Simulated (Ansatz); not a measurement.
# KF: the cell at several levels of theory

An exercise on one series of results from a longer session: the logs are not shown, and one member is left open.

Code: Ansatz 0.2.0. PAW datasets, plane waves, zero pressure. (Simulation; spin polarisation is off.)

**The system as given**

It is cubic, Fm-3m (No. 225); a = 5.309 Å in the conventional setting, 18.70 Å³ an atom. K has 6 F at 2.65 Å; F has 6 K at 2.65 Å.

The structure in full:

Space group Fm-3m (No. 225). a = 5.309 Å, b = 5.309 Å, c = 5.309 Å, α = 90.00°, β = 90.00°, γ = 90.00°
| atom | site | symmetry | x | y | z |
| --- | --- | --- | --- | --- | --- |
| K | 4a | m-3m | 0.0000 | 0.0000 | 0.0000 |
| F | 4b | m-3m | 0.5000 | 0.0000 | 0.0000 |

Set-up of the first run:

The input, input.yaml:

```yaml
crystal:
  lattice:
    - [0.0, 2.654413405, 2.654413405]
    - [2.654413405, 0.0, 2.654413405]
    - [2.654413405, 2.654413405, 0.0]
  atoms:
    - { symbol: K, position: [0.0, 0.0, 0.0] }
    - { symbol: F, position: [0.5, 0.5, 0.5] }
kpoints:
  mp_grid: { grid: [8, 8, 8] }
hamiltonian:
  xc: pbe
scf:
  occupations: { method: fermi_dirac, width: 0.02 }
relax:
  f_tol: 0.005
  cell: {}
```

Started as:

```
ansatz run input.yaml --threads 2 --pin off --max-ram 29491MiB --backend cpu --events-out ev --progress --plain --runs-dir out
```

Among the steps run: Relaxing with PBE; Relaxation with r2SCAN; PBEsol: cell and atoms; Relaxing with LDA; HSE06: cell and atoms.

One table of the session follows, with a row left open; its other results are not shown here.

It belongs to the step «The cells side by side». 

| level | a (Å) | volume (Å³/atom) |
| --- | --- | --- |
| PBE | 5.421 | 19.910 |
| r2SCAN | 5.318 | 18.799 |
| PBEsol | 5.307 | 18.684 |
| LDA | ? | ? |
| HSE06 | 5.369 | 19.351 |

Q: Estimate the row for LDA from the others.

As computed: a (Å): 5.162; volume (Å³/atom): 17.196. In the column «a (Å)» it is the lowest.

What this shows: From the start to the first minimum the volume moved by +6.5 %. The volume runs from LDA (least) to PBE (most), a spread of 15.8 %, or 5.0 % in length if all axes shared it alike. The meshes differ: PBE 8×8×8, r2SCAN 8×8×8, PBEsol 8×8×8, LDA 8×8×8, HSE06 6×6×6.
